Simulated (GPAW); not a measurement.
MgS:

```
S Mg
1.0
     0.00000    2.83312    2.83312
     2.83312    0.00000    2.83312
     2.83312    2.83312    0.00000
S Mg
1 1
Cartesian
  1.4166 1.4166 1.4166
  0.0000 0.0000 0.0000
```

The cell comes from a database or a generator and needn't be the stable form of this composition.

Program: GPAW 26.7.0. Alike in all runs: no spin polarisation; cell as given; smearing fermi-dirac 0.05 eV.

Question: Order these runs on this cell by their band gap on the k mesh, lowest first.
A. level TB-mBJ; potentials or basis GPAW PAW data sets for LDA (gpaw-data 1.2.1), pw; k mesh 8 × 8 × 8; cutoff (eV) 800; maxiter 150
B. level PBE; potentials or basis GPAW PAW data sets (gpaw-data 1.2.1), pw; k mesh 7 × 7 × 7; cutoff (eV) 600; maxiter 120; convergence default
C. level PBEsol; potentials or basis PAW data sets generated in the run's folder for this functional, pw; k mesh 8 × 8 × 8; cutoff (eV) 800; maxiter 150; band path GXWKGLUWLK,UX; band points 60

Answer: C (3.28 eV), B (3.45 eV), A (5.04 eV).

Caveats: a model potential gives levels but no total energy (some runs).

A k mesh can miss the band edges, odd and even meshes differently.
